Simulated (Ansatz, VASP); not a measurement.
One calculation of Be, two programs

```
CELL_PARAMETERS angstrom
-0.95800 0.95800 0.95800
0.95800 -0.95800 0.95800
0.95800 0.95800 -0.95800
ATOMIC_POSITIONS crystal
Be 0.00000 0.00000 0.00000
```

Change from the starting cell: volume scaled by 0.45, crystal datasets.

Alike in both runs: task single point; functional PBE; k mesh 21 × 21 × 21; occupations fermi-dirac, width 0.08 eV; no spin polarisation.

```csv
,VASP,Ansatz
version,VASP 6.6.1,Ansatz 0.2.0
potentials or method,"VASP PAW PBE potentials, release 64 (Be), cutoff 520 eV","all-electron PAW with datasets made for the crystal, scalar-relativistic"
```

VASP gave:

```
pressure (GPa) : 372.7
```

**Question.** Which values does Ansatz return?

**Answer.** Pressure (GPa): 369.1.

Ansatz ran all-electron here, so the differences hold the error of VASP's frozen core and of both bases. Ansatz warned: «printed_levels_off».

Caveats: the cell as given lies far from equilibrium; so large a pressure means that the cell lies far from this level's equilibrium, or that cutoff or potentials fall short (VASP).
